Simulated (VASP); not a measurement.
Set up this calculation in VASP 6.6.1, as the native input.

```yaml
Task: relaxation of cell and atoms
Functional: PBE
Dispersion: TS
Potentials_or_basis: VASP PAW PBE potentials, release 64 (Cd, O)
Cutoff: 600 eV
k_mesh: 10 × 10 × 10
Occupations: fermi-dirac, width 0.05 eV
Spin: no spin polarisation
Further_INCAR_settings: ALGO = Fast; EDIFF = 1e-06; IBRION = 2; EDIFFG = -0.01; NSW = 40; ISIF = 3
```

The structure of CdO (Monteponite) lies in POSCAR:

```
CdO
1.0
    0.0000000000      2.3495000000      2.3495000000
    2.3495000000      0.0000000000      2.3495000000
    2.3495000000      2.3495000000      0.0000000000
Cd O
1 1
Direct
    0.0000000000      0.0000000000      0.0000000000
    0.5000000000      0.5000000000      0.5000000000
```

The input as run:

INCAR

```
SYSTEM = CdO
PREC     = Accurate       ! precision mode
ENCUT    = 600            ! plane-wave cutoff, eV
EDIFF    = 1E-6           ! SCF threshold, eV
ISMEAR   = -1             ! smearing method
SIGMA    = 0.05           ! smearing width, eV
LREAL    = .FALSE.        ! projectors in reciprocal space
LASPH    = .TRUE.         ! aspherical terms in the spheres
NELM     = 80             ! most SCF steps
ALGO     = Fast           ! electronic algorithm
ISIF     = 3              ! what is computed and relaxed
LWAVE    = .FALSE.        ! write WAVECAR
LCHARG   = .FALSE.        ! write CHGCAR
GGA      = PE             ! functional
IVDW     = 2              ! dispersion correction
IBRION   = 2              ! ionic algorithm
NSW      = 40             ! ionic steps
EDIFFG   = -0.01          ! ionic threshold
```

KPOINTS

```
regular mesh
0
G
  10 10 10
  0 0 0
```

Potentials or basis: VASP PAW PBE potentials, release 64 (Cd, O).

Run with:

```sh
$ cat potpaw_PBE.64/Cd/POTCAR potpaw_PBE.64/O/POTCAR > POTCAR
$ mpirun -np 1 vasp_std > vasp.out
```

It gave:

The relaxed volume is 13.35 Å³/atom and the relaxed cell is a = 3.355 Å, b = 3.355 Å, c = 3.355 Å, α = 60.00°, β = 60.00°, γ = 60.00°. The space group after relaxing (to 0.05 Å) is Fm-3m (No. 225), the energy gained by relaxing is 4.8 meV/atom and the ionic steps are 4. The pressure after relaxing is 0.0 GPa. The band gap on the k mesh is none (metal or under the smearing width). The hirshfeld charges are Cd +0.37; O -0.37 e and the dispersion energy per atom is -0.229 eV.

Caveat: atom-pairwise D2, TS and ULG terms overbind metals; pairwise dispersion overbinds metals, which lowers pressure and volume; this crystal is a semiconductor, whose small gap the functional closes, so the metal is an error of the method.

Run time: 30 s on 1 thread of Intel(R) Xeon(R) 6975P-C (Granite Rapids), on a shared host, peak memory 0.17 GiB.
